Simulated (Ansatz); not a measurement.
Crystal: SnO2.

```
CELL_PARAMETERS angstrom
0.00000 2.57415 2.57415
2.57415 0.00000 2.57415
2.57415 2.57415 0.00000
ATOMIC_POSITIONS crystal
Sn 0.00000 0.00000 0.00000
O 0.75000 0.75000 0.75000
O 0.25000 0.25000 0.25000
```

Measurements of this composition are mostly on another form, of space group No. 136.

Base run:

```yaml
Program: Ansatz 0.2.0
Functional: PBE
Potentials_or_basis: Ansatz PAW
Cutoff: "420 eV (not typed: the program's choice for these potentials)"
k_mesh: 7 × 7 × 7
Occupations: fermi-dirac, width 0.05 eV
Spin: spin-orbit coupling, no magnetisation
```

Its results: band gap on the k mesh none (metal or under the smearing width); pressure -0.4 GPa.

The run is repeated on the same cell with these changes: functional from PBE to LDA. What comes out?

Band gap on the k mesh none (metal or under the smearing width); pressure -12.1 GPa.

LDA binds more tightly than PBE, so the same cell stands under less pressure.

Caveats: the PAW data sets come from PBE, with cores solved anew for the run's functional, which leaves a small shift of forces and pressure (some runs).
